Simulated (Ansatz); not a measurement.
# All-electron card of Co

```xyz
2
Lattice="2.5190 0.0000 0.0000 -1.2595 2.1815 0.0000 0.0000 0.0000 4.0910" Properties=species:S:1:pos:R:3 pbc="T T T"
Co    0.0000    1.4543    1.0228
Co    1.2595    0.7272    3.0682
```

Atom numbers follow the list: Co1, Co2.

The geometry is COD entry 9011615, unchecked; take it as a test cell. It differs from other determinations.

Methods: DFT, PBE, all-electron LAPW, scalar-relativistic (Ansatz 0.2.0); DFT, PBE, all-electron PAW with datasets made for the crystal, scalar-relativistic (Ansatz 0.2.0).

For LAPW: a Γ-centred 19×19×10 k mesh, Fermi–Dirac smearing of 0.05 eV, basis error target 0.5 meV/atom, spin-polarised from start moments Co1 2, Co2 2 μB. The crystal-made all-electron datasets (AE datasets) take a cutoff of 320 eV at this cell. The Ansatz runs share mesh, smearing and spin set-up. Values come from LAPW unless marked.

| Item | Value |
| --- | --- |
| Moment of the cell | 3.29 μB |
| Stress xx, yy, zz (compression positive) | -6.33, -6.33, -7.56 GPa |
| Band gap | none: bands cross the Fermi level, a metal |
| Pressure at this cell | -67.4 kbar |
| Volume per atom | 11.24 Å³ |

**Question.** Predict this quantity. Moments in the spheres.

**Answer.** Co1 1.70 μB.

**Question.** Give the computed value. Density of states at the Fermi level (0.2 eV bin).

**Answer.** 1.81 states/eV per cell.

**Question.** Contact hyperfine fields (crystal-made datasets): what does the calculation give?

**Answer.** Co1 -26.3 T, core polarisation included, positive along the moment of the spin-up electrons.
